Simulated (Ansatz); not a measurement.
Compressing Co: a fit and a missing row

Co, P6_3/mmc, a = 2.473 Å, c = 4.017 Å. Ansatz: r2SCAN, PAW, 500 eV, Γ-centred 18×18×10 mesh on 2 atoms, Gaussian smearing 0.10 eV; collinear spin, largest moment 1.9 μB. Shape and atoms are relaxed at each volume; pressure is positive in compression.

```
V (Å³/atom) P (GPa)
      9.997        ?
     10.316     7.39
     10.635    -0.01
     10.954    -6.32
     11.273   -11.67
```

Problem. Take V0 = 10.635 Å³/atom, count pressures from its P0 = -0.01 GPa, fit the third-order Birch–Murnaghan form to the other rows, and predict the missing pressure.

Solution. With the Eulerian strain f = ½[(V0/V)^(2/3) − 1] and y = (P − P0)/[3f(1 + 2f)^(5/2)], the form is the line y = B0 + 1.5 B0 (B0′ − 4) f. Rows (f, y): 0.01026, 228.5; -0.00975, 226.6; -0.01905, 224.8. Means f = -0.006180, y = 226.63; Σ(Δf)² = 0.0004487, ΣΔfΔy = 0.05440; the slope is their ratio. y = 227.4 + 121.3 f GPa, so B0 = 227.4 GPa and B0′ = 4 + 2 × (121.3)/(3 × 227.4) = 4.36. At V = 9.997, f = 0.02105, y = 229.95 and P = 16.09 GPa. The run gave 16.33 GPa, so the fit is 0.24 GPa too low, 0.86 % of the span of the series, against an rms of 0.01 GPa on the fitted rows. The row lies outside the fitted range. The records show no cause, and too few rows are left to test a further term.

The state reached may not be the lowest one.

Cost: 5 runs of about 8 core-minutes in all, on Arm Neoverse V2 (shared hosts).